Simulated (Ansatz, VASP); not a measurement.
**GaN in two plane-wave programs**

One calculation is typed for both programs; each brings its own data sets and cutoff. How far apart do they land? The cell is a member of a volume series, scaled by 1.02 from a relaxed one, so a pressure remains.

Method: plane waves, with VASP 6.6.1 beside it; zone-centre phonons at LDA, in Ansatz 0.2.0.

### Step 1. The structure

It takes space group P6_3mc (No. 186, hexagonal). The conventional cell has a = 3.178 Å, b = 3.178 Å, c = 5.182 Å, α = 90.00°, β = 90.00°, γ = 120.00°. Ga has 4 N at 1.94 to 1.95 Å nearest. N has 4 Ga at 1.94 to 1.95 Å nearest. Farther neighbours and most contacts between anions are not listed.

As a file:

```xyz
4
Lattice="3.1785 0.0000 0.0000 -1.5892 2.7526 0.0000 0.0000 0.0000 5.1818" Properties=species:S:1:pos:R:3 pbc="T T T"
Ga    1.5892    0.9175    3.0663
Ga    0.0000    1.8351    0.4755
N     1.5892    0.9175    5.0172
N     0.0000    1.8351    2.4263
```

### Step 2. VASP: zone-centre phonons, LDA, volume scaled by 1.02

Second derivatives magnify differences that forces hide, and they need a tight electronic threshold.

Lines of VASP's logs that name or quote its potential files are left out, and so is its time.

Contents of INCAR:

```
SYSTEM = GaN
PREC = Accurate
ENCUT = 560
EDIFF = 1E-08
NELM = 100
ISMEAR = 0
SIGMA = 0.03
LREAL = .FALSE.
ALGO = Normal
GGA = CA
NBANDS = 24
LORBIT = 11
LWAVE = .FALSE.
LCHARG = .FALSE.
KPAR = 8
IBRION = 8
LEPSILON = .TRUE.
LPEAD = .TRUE.
ISIF = 2
```

Contents of POSCAR:

```
GaN
1.0
    3.1784778759      0.0000000000      0.0000000000
   -1.5892389381      2.7526425851      0.0000000000
    0.0000000000      0.0000000000      5.1817583257
Ga N
2 2
Direct
    0.6666666700      0.3333333300      0.5917570084
    0.3333333300      0.6666666700      0.0917570084
    0.6666666700      0.3333333300      0.9682429916
    0.3333333300      0.6666666700      0.4682429916
```

Contents of KPOINTS:

```
Automatic mesh
0
Gamma
14 14 8
0 0 0
```

The projector-augmented-wave data sets are Ga_d and N (LDA family, release 64).

Command:

```console
$ mpirun -np 8 vasp_std
```

Numbers of over 12 decimals in the logs are rounded to 6 here.

Output:

```text
[banner, memory and clock lines left out]
running    8 mpi-ranks, on    1 nodes
 distrk:  each k-point on    1 cores,    8 groups
 distr:  one band on    1 cores,    1 groups

 POSCAR found type information on POSCAR GaN
 POSCAR found :  2 types and       4 ions
|                                                                             |
|           W    W    AA    RRRRR   N    N  II  N    N   GGGG   !!!           |
|           W    W   A  A   R    R  NN   N  II  NN   N  G    G  !!!           |
|           W    W  A    A  R    R  N N  N  II  N N  N  G       !!!           |
|           W WW W  AAAAAA  RRRRR   N  N N  II  N  N N  G  GGG   !            |
|           WW  WW  A    A  R   R   N   NN  II  N   NN  G    G                |
|           W    W  A    A  R    R  N    N  II  N    N   GGGG   !!!           |
|                                                                             |
|     For optimal performance we recommend to set                             |
|       NCORE = 2 up to number-of-cores-per-socket                            |
|     NCORE specifies how many cores store one orbital (NPAR=cpu/NCORE).      |
|     This setting can greatly improve the performance of VASP for DFT.       |
|     The default, NCORE=1 might be grossly inefficient on modern             |
|     multi-core architectures or massively parallel machines. Do your        |
|     Unfortunately you need to use the default for GW and RPA                |
|     calculations (for HF NCORE is supported but not extensively tested      |
|     yet).                                                                   |
|                                                                             |

 LDA part: xc-table for (Slater(with rela. corr.)+CA(PZ))
 , standard interpolation
 POSCAR, INCAR and KPOINTS ok, starting setup
 FFT: planning ... GRIDC
 FFT: planning ... GRID_SOFT
 FFT: planning ... GRID
 WAVECAR not read
 entering main loop
       N       E                     dE             d eps       ncg     rms          rms(c)
DAV:   1     0.279158347242E+03    0.27916E+03   -0.18907E+04  6128   0.292E+03
DAV:   2     0.185685457862E+01   -0.27730E+03   -0.26473E+03  6456   0.533E+02
DAV:   3    -0.309813420933E+02   -0.32838E+02   -0.32569E+02  6784   0.146E+02
DAV:   4    -0.319506680696E+02   -0.96933E+00   -0.96706E+00  7120   0.277E+01
DAV:   5    -0.319697631888E+02   -0.19095E-01   -0.19090E-01  6720   0.355E+00    0.106E+01
DAV:   6    -0.279273908310E+02    0.40424E+01   -0.12853E+01  9936   0.541E+01    0.313E+00
DAV:   7    -0.279603987265E+02   -0.33008E-01   -0.13272E+00  6200   0.904E+00    0.255E+00
DAV:   8    -0.279230941586E+02    0.37305E-01   -0.28976E-01  9744   0.604E+00    0.115E+00
DAV:   9    -0.278997197800E+02    0.23374E-01   -0.83648E-02  9688   0.454E+00    0.348E-01
DAV:  10    -0.279004668342E+02   -0.74705E-03   -0.59896E-03  6304   0.595E-01    0.140E-01
DAV:  11    -0.279002396865E+02    0.22715E-03   -0.13773E-03  9024   0.680E-01    0.537E-02
DAV:  12    -0.279002559954E+02   -0.16309E-04   -0.14482E-04  6040   0.796E-02    0.685E-02
DAV:  13    -0.279002546174E+02    0.13780E-05   -0.22938E-06  8936   0.151E-02    0.692E-02
DAV:  14    -0.279002424763E+02    0.12141E-04   -0.93968E-06  9544   0.376E-02    0.447E-02
DAV:  15    -0.279002398060E+02    0.26703E-05   -0.27987E-06  9056   0.133E-02    0.357E-02
DAV:  16    -0.279002365503E+02    0.32557E-05   -0.26108E-06  9632   0.182E-02    0.242E-02
DAV:  17    -0.279002345043E+02    0.20460E-05   -0.50612E-06  9920   0.242E-02    0.616E-03
DAV:  18    -0.279002344460E+02    0.58338E-07   -0.80801E-07  7800   0.619E-03    0.207E-03
DAV:  19    -0.279002344325E+02    0.13453E-07   -0.55628E-08  7064   0.202E-03    0.922E-04
DAV:  20    -0.279002344284E+02    0.41246E-08   -0.13487E-08  3600   0.140E-03
   1 F= -.27900234E+02 E0= -.27900234E+02  d E =-.533390E-24
 Linear response reoptimize wavefunctions to high precision
DAV:   1    -0.279002344297E+02   -0.12915E-08   -0.13338E-08  7064   0.912E-04
DAV:   2    -0.279002344297E+02    0.81855E-11   -0.16767E-10  3120   0.101E-04
 Linear response to external field (no local field effect), progress :
  Direction:   1
       N       E                     dE             d eps       ncg     rms          rms(c)
RMM:   1    -0.884150150325E-01   -0.88415E-01    0.27915E+00  4842   0.904E+00
RMM:   2    -0.496174221637E+00   -0.40776E+00   -0.23774E-01  6896   0.226E+00
RMM:   3    -0.512756175971E+00   -0.16582E-01   -0.41980E-02  7577   0.651E-01
RMM:   4    -0.513530520708E+00   -0.77434E-03   -0.28498E-03  7672   0.180E-01
RMM:   5    -0.513617851125E+00   -0.87330E-04   -0.23799E-04  7689   0.482E-02
RMM:   6    -0.513623247781E+00   -0.53967E-05   -0.22911E-05  7754   0.153E-02
[...]
dielectric tensor                  component  1 :     5.688    -0.200    -0.001
 Linear response to external field, progress :
  Direction:   2
       N       E                     dE             d eps       ncg     rms          rms(c)
RMM:   1    -0.860014695056E-01   -0.86001E-01    0.35621E+00 17379   0.944E+00
RMM:   2    -0.598001507848E+00   -0.51200E+00   -0.20311E-01 24762   0.223E+00    0.120E+00
RMM:   3    -0.601149894342E+00   -0.31484E-02   -0.40792E-02 35835   0.883E-01    0.689E-01
[...]
RMM:   5    -0.161610404653E+00    0.32067E-04   -0.73009E-05 80023   0.407E-02    0.221E-03
RMM:   6    -0.161596281609E+00    0.14123E-04   -0.11006E-05 80395   0.155E-02    0.555E-04
RMM:   7    -0.161595776596E+00    0.50501E-06   -0.52494E-06 81935   0.644E-03    0.291E-04
RMM:   8    -0.161594647915E+00    0.11287E-05   -0.59435E-07 81098   0.287E-03    0.283E-05
RMM:   9    -0.161594567800E+00    0.80115E-07    0.28373E-07 82407   0.138E-03    0.191E-05
RMM:  10    -0.161594443146E+00    0.12465E-06    0.19711E-07 81799   0.710E-04    0.717E-06
RMM:  11    -0.161594440317E+00    0.28291E-08    0.91017E-08 82829   0.388E-04    0.248E-06
 first order change of Fermi-energy  -0.21120E-02
 force on displaced ion       1 direction 1 : -13.171   0.000  -0.000
 Born effective charge ion    1 direction 1 :   2.589  -0.000   0.000
 Linear response progress:
  Degree of freedom:   2/  4
       N       E                     dE             d eps       ncg     rms          rms(c)
RMM:   1    -0.179383647655E+00   -0.17938E+00    0.27668E-01 10858   0.833E+00
RMM:   2    -0.174567807069E+00    0.48158E-02   -0.46518E-02 14982   0.163E+00    0.897E-02
RMM:   3    -0.174445768418E+00    0.12204E-03   -0.33386E-03 16036   0.419E-01    0.428E-02
RMM:   4    -0.174072049234E+00    0.37372E-03   -0.24542E-04 16364   0.134E-01    0.219E-02
RMM:   5    -0.173896860244E+00    0.17519E-03   -0.15455E-04 16353   0.593E-02    0.475E-03
RMM:   6    -0.173890569800E+00    0.62904E-05   -0.30103E-05 15978   0.206E-02    0.272E-03
RMM:   7    -0.173898194748E+00   -0.76249E-05   -0.30748E-05 16874   0.748E-03    0.728E-04
RMM:   8    -0.173897107841E+00    0.10869E-05    0.48149E-06 15865   0.307E-03    0.128E-04
RMM:   9    -0.173897779689E+00   -0.67185E-06   -0.48043E-08 17575   0.130E-03    0.561E-05
RMM:  10    -0.173897608874E+00    0.17081E-06    0.16007E-06 16217   0.511E-04    0.180E-05
RMM:  11    -0.173897694385E+00   -0.85511E-07    0.45053E-07 17050   0.254E-04    0.590E-06
RMM:  12    -0.173897896258E+00   -0.20187E-06   -0.20833E-06 16118   0.133E-04    0.226E-06
RMM:  13    -0.173897591225E+00    0.30503E-06    0.61505E-07 17155   0.731E-05    0.108E-06
RMM:  14    -0.173897663198E+00   -0.71973E-07   -0.21063E-07 16990   0.411E-05    0.409E-07
RMM:  15    -0.173897631714E+00    0.31485E-07    0.17795E-07 16182   0.248E-05    0.275E-07
RMM:  16    -0.173897709087E+00   -0.77373E-07   -0.51414E-08 14689   0.159E-05    0.165E-07
RMM:  17    -0.173897656457E+00    0.52630E-07    0.73851E-08 12577   0.108E-05    0.283E-07
RMM:  18    -0.173897641431E+00    0.15026E-07   -0.53141E-09 11315   0.774E-06    0.410E-07
RMM:  19    -0.173897583010E+00    0.58421E-07   -0.35789E-08 10726   0.594E-06    0.333E-07
RMM:  20    -0.173897727294E+00   -0.14428E-06   -0.27579E-08 10537   0.480E-06    0.337E-07
RMM:  21    -0.173897513837E+00    0.21346E-06    0.82309E-09 10067   0.404E-06    0.359E-07
 first order change of Fermi-energy   0.73945E+00
 force on displaced ion       1 direction 3 :  -0.000  -0.000 -19.925
 Born effective charge ion    1 direction 3 :   0.000   0.000   2.727
 Linear response progress:
  Degree of freedom:   3/  4
       N       E                     dE             d eps       ncg     rms          rms(c)
RMM:   1    -0.237870844740E+00   -0.23787E+00    0.78879E-02 90314   0.338E+00
RMM:   2    -0.227193179789E+00    0.10678E-01   -0.13677E-02 63831   0.105E+00    0.138E-01
RMM:   3    -0.228465363840E+00   -0.12722E-02   -0.19001E-03 74137   0.307E-01    0.689E-02
RMM:   4    -0.229721578850E+00   -0.12562E-02   -0.51083E-04 72388   0.135E-01    0.161E-02
RMM:   5    -0.229717105456E+00    0.44734E-05   -0.20601E-05 74424   0.306E-02    0.948E-03
RMM:   6    -0.229676872306E+00    0.40233E-04   -0.31002E-06 73605   0.114E-02    0.112E-03
RMM:   7    -0.229684757582E+00   -0.78853E-05   -0.31095E-07 77078   0.292E-03    0.826E-04
RMM:   8    -0.229684293650E+00    0.46393E-06    0.11669E-07 74439   0.906E-04    0.860E-05
RMM:   9    -0.229684143425E+00    0.15022E-06   -0.28600E-07 78465   0.278E-04    0.427E-05
RMM:  10    -0.229683766561E+00    0.37686E-06   -0.58135E-08 75895   0.930E-05    0.771E-06
RMM:  11    -0.229683735410E+00    0.31151E-07   -0.22638E-08 79152   0.336E-05    0.173E-06
RMM:  12    -0.229683882048E+00   -0.14664E-06   -0.28253E-08 77628   0.127E-05    0.539E-07
RMM:  13    -0.229683771258E+00    0.11079E-06   -0.24581E-08 73990   0.550E-06    0.347E-07
RMM:  14    -0.229683809480E+00   -0.38222E-07   -0.25133E-08 61676   0.309E-06    0.713E-08
 first order change of Fermi-energy   0.47640E-02
 force on displaced ion       3 direction 1 : -13.363   0.000   0.000
 Born effective charge ion    3 direction 1 :  -2.589   0.000  -0.000
 Linear response progress:
  Degree of freedom:   4/  4
       N       E                     dE             d eps       ncg     rms          rms(c)
RMM:   1    -0.248551387971E+00   -0.24855E+00    0.15025E-01 20944   0.337E+00
RMM:   2    -0.242199413639E+00    0.63520E-02   -0.13681E-02 13504   0.112E+00    0.139E-01
RMM:   3    -0.242964081027E+00   -0.76467E-03   -0.27327E-03 14464   0.410E-01    0.650E-02
RMM:   4    -0.243863654452E+00   -0.89957E-03   -0.57776E-04 15525   0.168E-01    0.182E-02
RMM:   5    -0.243988537491E+00   -0.12488E-03   -0.79908E-05 15539   0.448E-02    0.801E-03
RMM:   6    -0.244036363097E+00   -0.47826E-04   -0.14595E-05 15666   0.158E-02    0.181E-03
RMM:   7    -0.244036781223E+00   -0.41813E-06   -0.22933E-06 14864   0.608E-03    0.770E-04
RMM:   8    -0.244031821170E+00    0.49601E-05   -0.36237E-07 15729   0.215E-03    0.238E-04
RMM:   9    -0.244031566561E+00    0.25461E-06    0.49223E-07 15432   0.804E-04    0.725E-05
RMM:  10    -0.244031631798E+00   -0.65238E-07   -0.26005E-08 16790   0.248E-04    0.126E-05
RMM:  11    -0.244031767243E+00   -0.13544E-06   -0.25129E-08 16320   0.661E-05    0.373E-06
RMM:  12    -0.244031628141E+00    0.13910E-06   -0.35552E-09 16636   0.222E-05    0.156E-06
RMM:  13    -0.244031644910E+00   -0.16769E-07   -0.26316E-09 15450   0.848E-06    0.389E-07
RMM:  14    -0.244031678580E+00   -0.33670E-07   -0.14456E-09 13999   0.384E-06    0.177E-07
RMM:  15    -0.244031729927E+00   -0.51348E-07   -0.20939E-09 11034   0.214E-06    0.535E-08
 first order change of Fermi-energy  -0.73546E+00
 force on displaced ion       3 direction 3 :   0.000  -0.000 -17.729
 Born effective charge ion    3 direction 3 :   0.000  -0.000  -2.727
 Born effective charges drift removed
 Linear response finished
```

(Part 1 of 3 ends here.)

[Lines on the potential files, build, host, timing and source positions are cut from VASP's logs without a mark.]

[Logs are printed without paths, hosts, clocks, repeated set-up lines and the standing remarks that a program may print on its own settings, such as how far it seeks lower states.]

[Hosts, paths, dates, database ids (printed as entryN), source tags and the programs' standing remarks are cut or masked in the printed files.]
